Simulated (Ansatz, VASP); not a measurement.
## MgS: VASP beside Ansatz

```
Mg S
1.0
     0.00000    2.60440    2.60440
     2.60440    0.00000    2.60440
     2.60440    2.60440    0.00000
Mg S
1 1
Direct
  0.00000 0.00000 0.00000
  0.50000 0.50000 0.50000
```

Alike in both runs: task single point; functional PBE; k mesh 6 × 6 × 6; occupations gaussian, width 0.1 eV; no spin polarisation.

|  | VASP | Ansatz |
| --- | --- | --- |
| version | VASP 6.6.1 | Ansatz 0.2.0 |
| potentials or method | VASP PAW PBE potentials, release 64 (Mg, S) | scalar-relativistic, plane waves, PAW |
| plane-wave cutoff (eV) | 520 | 520 |
| valence electrons in the cell | 8 | 16 |

```csv
,VASP,Ansatz,Ansatz less VASP
gap on the k mesh at the Fermi level (eV),2.77,2.78,+0.015
least direct gap on the mesh (eV),3.68,3.70,+0.012
pressure (GPa),0.6,0.9,+0.30
```

With one functional, cell and mesh, what is left measures potentials, basis and numerics. The two sets of potentials don't hold the same shells in valence.

A k mesh can miss the band edges. A hybrid or GW would open this gap; PBE tends to underestimate it.
